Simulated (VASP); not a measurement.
Write the native input for VASP 6.6.1 that does the following.

* Task: single point
* Functional: RPBE
* Potentials or basis: VASP PAW PBE potentials, release 64 (N)
* Cutoff: 520 eV
* k mesh: 5 × 5 × 5
* Occupations: gaussian, width 0.1 eV
* Spin: no spin polarisation
* Further INCAR settings: ALGO = Normal; EDIFF = 1e-06

The structure of N lies in POSCAR:

```
N
5.8151
    1.000000295782      0.000000000000      0.000000000000
    0.000000000000      1.000000295782      0.000000000000
    0.000000000000      0.000000000000      1.000000295782
N
8
Direct
    0.0458611400      0.4541388600      0.5458611400
    0.4541388600      0.5458611400      0.0458611400
    0.5458611400      0.0458611400      0.4541388600
    0.9541388600      0.9541388600      0.9541388600
    0.9360985600      0.5639014400      0.4360985600
    0.5639014400      0.4360985600      0.9360985600
    0.4360985600      0.9360985600      0.5639014400
    0.0639014400      0.0639014400      0.0639014400
```

These files were run (other wordings do the same):

INCAR

```
  PREC = Accurate
  ENCUT = 520
  EDIFF = 1E-6
  ISMEAR = 0
  SIGMA = 0.1
  LREAL = F
  LASPH = T
  NELM = 80
  ALGO = Normal
  ISIF = 2
  LWAVE = F
  LCHARG = T
  GGA = RP
  LELF = T
  LVHAR = T
```

KPOINTS

```
Automatic mesh
0
Gamma
  5 5 5
```

Potentials or basis: VASP PAW PBE potentials, release 64 (N).

Command:

```console
$ cat potpaw_PBE.64/N/POTCAR > POTCAR
$ mpirun -np 1 vasp_std > vasp.out
```

It gave:

| Property | Result |
| --- | --- |
| Pressure | 2.6 GPa |
| Largest force | 1.730 eV/Å |
| Band gap on the k mesh | 7.48 eV, indirect (least direct gap 7.49 eV) |

Caveat: the standard files for N, O and F lose accuracy on very short bonds; the PAW data sets were made with another functional, which shifts forces and pressure a little; an odd mesh through Γ misses points on the zone boundary, where band edges often lie.

Run time: 27 s on 1 thread of Intel(R) Xeon(R) 6975P-C (Granite Rapids), with other jobs on the host, peak memory 0.31 GiB.
